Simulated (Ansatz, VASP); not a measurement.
**One calculation of Zn3SnN2, two programs**

The input INCAR:

```
ALGO = Normal ; EDIFF = 1E-7
ENCUT = 520 ; GGA = PE
ISIF = 2 ; ISMEAR = 0
LASPH = True ; LCHARG = False
LREAL = False ; LWAVE = False
NBANDS = 39 ; NELM = 60
PREC = Accurate ; SIGMA = 0.1
```

Contents of KPOINTS:

```
k-points
0
Gamma
  4 4 4
```

The input POSCAR:

```
Zn3SnN2
1.0
   -2.6076445900      2.7115272100      3.4134134800
    2.6076445900     -2.7115272100      3.4134134800
    2.6076445900      2.7115272100     -3.4134134800
Zn Sn N
3 1 2
Direct
    0.5000000000      0.5000000000      0.0000000000
    0.2301102800      0.2301102800      0.0000000000
    0.7698897200      0.7698897200      0.0000000000
    0.5000000000      0.0000000000      0.5000000000
    0.0000000000      0.5000000000      0.5000000000
    0.0000000000      0.0000000000      0.0000000000
```

Input for Ansatz:

```yaml
crystal:
  lattice:
    - [-2.60764459, 2.71152721, 3.41341348]
    - [2.60764459, -2.71152721, 3.41341348]
    - [2.60764459, 2.71152721, -3.41341348]
  atoms:
    - { symbol: Zn, position: [0.5, 0.5, 0.0] }
    - { symbol: Zn, position: [0.23011028, 0.23011028, 0.0] }
    - { symbol: Zn, position: [0.76988972, 0.76988972, 0.0] }
    - { symbol: Sn, position: [0.5, 0.0, 0.5] }
    - { symbol: "N", position: [0.0, 0.5, 0.5] }
    - { symbol: "N", position: [0.0, 0.0, 0.0] }
basis:
  ecutwfc: 420
kpoints:
  mp_grid: { grid: [4, 4, 4] }
hamiltonian:
  xc: pbe
scf:
  occupations: { method: gaussian, width: 0.1 }
  lower_state_search: "off"
output:
  forces: true
  stress: true
  eigenvalues: true
```

Alike in both runs: task single point; functional PBE; k mesh 4 × 4 × 4; occupations gaussian, width 0.1 eV; no spin polarisation.

```csv
,VASP,Ansatz
version,VASP 6.6.1,Ansatz 0.2.0
potentials or method,"VASP PAW PBE potentials, release 64 (Zn, Sn_d, N)","scalar-relativistic, plane waves, PAW"
plane-wave cutoff (eV),520,420
valence electrons in the cell,60,60
```

```csv
,VASP,Ansatz,Ansatz less VASP
gap on the k mesh at the Fermi level (eV),none,none,-
rms of the force components (eV/Å),0.456,0.438,-0.0186
```

Atom by atom the forces differ by 0.019 eV/Å (rms over components). A gap of «none» marks a metal or a gap that the smearing closes.

Caveats: the k mesh is coarse (spacing up to 0.42 Å⁻¹), so the values aren't converged; forces of over 1 eV/Å show positions far from the minimum, so gaps and moduli don't describe the material at rest.
